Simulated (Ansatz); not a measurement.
SnO2: stationary points along a deformation path

Level of theory: DFT PBE, scalar-relativistic, plane waves, PAW (Ansatz 0.2.0). Settings: plane waves to 420 eV, k-mesh 18×18×18 (Γ-centred), Gaussian smearing 0.15 eV. No spin polarisation. Energies are free energies at this smearing, counted from the undisturbed cell; pressure is positive in compression.

The undisturbed cell (relaxed at this level; this fluorite-type form isn't the usual structure):

```xyz
3
Lattice="0.0000 2.5717 2.5717 2.5717 0.0000 2.5717 2.5717 2.5717 0.0000" Properties=species:S:1:pos:R:3 pbc="T T T"
Sn    0.0000    0.0000    0.0000
O     1.2858    1.2858    1.2858
O     3.8575    3.8575    3.8575
```

At fixed volume and fractional coordinates, lengths along (0.577, 0.577, 0.577) are scaled against those across it; ρ is that ratio over its starting value. V = 11.338 Å³/atom. Δσ is the stress along the axis less the mean stress across it (compression positive).

| ρ | ΔE (meV/atom) | Δσ (GPa) | space group |
| --- | --- | --- | --- |
| 0.500 | 5875.7 | 681.40 | R-3m |
| 0.600 | 1924.3 | 281.54 | R-3m |
| 0.710 | 497.9 | 100.26 | R-3m |
| 0.850 | 50.8 | 19.07 | R-3m |
| 1.000 | 0.0 | 0.00 | Fm-3m |
| 1.410 | -17.6 | -0.79 | R-3m |
| 2.000 | 360.1 | -54.12 | R-3m |

Task: How does the stress give the slope of the energy, and where is the energy stationary?

Result: Along the path d ln(length) is 2/3 d ln ρ on the axis and −1/3 d ln ρ across it, so dE/d ln ρ = −(2/3) V Δσ: the energy falls with ρ where Δσ is positive. Δσ vanishes or changes sign at ρ = 1.000 (Fm-3m), a stationary point at 0.0 meV/atom; between ρ = 1.000 and 1.410, at least one minimum (the energy falls over this step, yet the slope at ρ = 1.410 points the other way). Pairs of stationary points between two samples would go unseen, and could change a minimum read from distant neighbours into a maximum. At ρ = 1.000 the cell is cubic, where symmetry alone makes the stress isotropic and the slope zero.

Task: Is the start the lowest point of the path?

Result: No: ρ = 1.410 lies 17.6 meV/atom lower, with no sampled rise above the start on the way. Volume and inner coordinates are held, so a relaxed structure there would lie lower still.

Forces appear on the atoms along this scan, and letting them relax would lower the energy and soften the response. The gap closes along the scan, which can put kinks into the curve.

Cost: 7 runs of about 1.8 core-minutes in all, on Intel Xeon Platinum 8259CL (Skylake/Cascade Lake) (shared hosts).